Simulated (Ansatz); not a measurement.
Rutile PtS₂ was relaxed with 4 functionals in Ansatz, cell and atoms free, the symmetry of the start kept (meshes: PBE 4×4×6, r2SCAN 4×4×6, PBEsol 4×4×6, LDA 4×4×6). Spin-unpolarised throughout. Whether this structure exists isn't addressed.

The PBE result:
```cif
data_structure
_symmetry_space_group_name_H-M 'P4_2/mnm'
_symmetry_Int_Tables_number 136
_cell_length_a 5.4579
_cell_length_b 5.4579
_cell_length_c 3.8160
_cell_angle_alpha 90.000
_cell_angle_beta 90.000
_cell_angle_gamma 90.000
_cell_volume 113.67
loop_
_atom_site_label
_atom_site_type_symbol
_atom_site_symmetry_multiplicity
_atom_site_Wyckoff_symbol
_atom_site_fract_x
_atom_site_fract_y
_atom_site_fract_z
_atom_site_occupancy
Pt1 Pt 2 a 0.00000 0.00000 0.00000 1
S1 S 4 f 0.30963 0.30963 0.00000 1
```

The symmetry is P4_2/mnm (No. 136, tetragonal); a = 5.458 Å, c = 3.816 Å in the conventional setting, 18.95 Å³ an atom. Pt has 6 S at 2.39–2.41 Å; S has 3 Pt at 2.39–2.41 Å.

Problem. Order the functionals by the relaxed volume, smallest first.
A. LDA
B. PBE
C. PBEsol
D. r2SCAN

Solution. A (17.85 Å³/atom), C (18.19 Å³/atom), D (18.57 Å³/atom), B (18.95 Å³/atom).

Problem. What lattice does LDA give?

Solution. a = 5.333 Å, c = 3.767 Å; the volume differs by -5.8 % from PBE's. Around Pt lie 6 S at 2.34–2.37 Å; around S lie 3 Pt at 2.34–2.37 Å.

Problem. How does the cell change with r2SCAN?

Solution. a = 5.423 Å, c = 3.788 Å; the volume differs by -2.0 % from PBE's. Pt has 6 S at 2.37–2.39 Å; S has 3 Pt at 2.37–2.39 Å.

Problem. Held at the r2SCAN cell, what mean stress do LDA and PBE find, and does its sign point to their own minimum?

Solution. Yes. LDA -5.09 GPa, and its relaxed volume is -3.9 % from r2SCAN's; PBE +2.43 GPa, and its relaxed volume is +2.0 % from r2SCAN's. Compression counts positive, so a positive stress asks for a larger cell.

The cell is metallic with PBE, r2SCAN, PBEsol, LDA, and these meshes limit the relaxed cells of a metal.
